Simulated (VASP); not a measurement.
ZrB, 2 atoms in the cell. Symmetry: Fm-3m, No. 225, cubic system. Conventional cell: a = 4.587 Å, b = 4.587 Å, c = 4.587 Å, α = 90.00°, β = 90.00°, γ = 90.00°. Around Zr (site symmetry m-3m) lie 6 B at 2.29 Å. Around B (site symmetry m-3m) lie 6 Zr at 2.29 Å. 

| Item | Value |
| --- | --- |
| Program | VASP 6.6.1 |
| Task | single point |
| Functional | BLYP |
| Potentials or basis | VASP PAW PBE potentials, release 64 (Zr_sv, B) |
| Cutoff | 520 eV |
| k mesh | 10 × 10 × 10 |
| Occupations | methfessel-paxton, width 0.1 eV |
| Spin | non-collinear spin, zero start, spin-orbit coupling |
| Starting moments | [[0.0, 0.0, 0.0], [0.0, 0.0, 0.0]] μB |
| Dipole correction | no |
| Further INCAR settings | ALGO = Normal; EDIFF = 1e-06; NBANDS = 27 |

Potentials or basis: VASP PAW PBE potentials, release 64 (Zr_sv, B).

The run is started by

```bash
$ cat potpaw_PBE.64/Zr_sv/POTCAR potpaw_PBE.64/B/POTCAR > POTCAR
$ mpirun -np 1 vasp_ncl > vasp.out
```

Hardware: 1 thread of AMD EPYC 9R45 (Zen 5) (shared host).

Q: Estimate the wall time of this run.

A: Run time: 44 s on 1 thread of AMD EPYC 9R45 (Zen 5) (shared host), peak memory 0.19 GiB. Counts: scf iterations 12, k points 47.
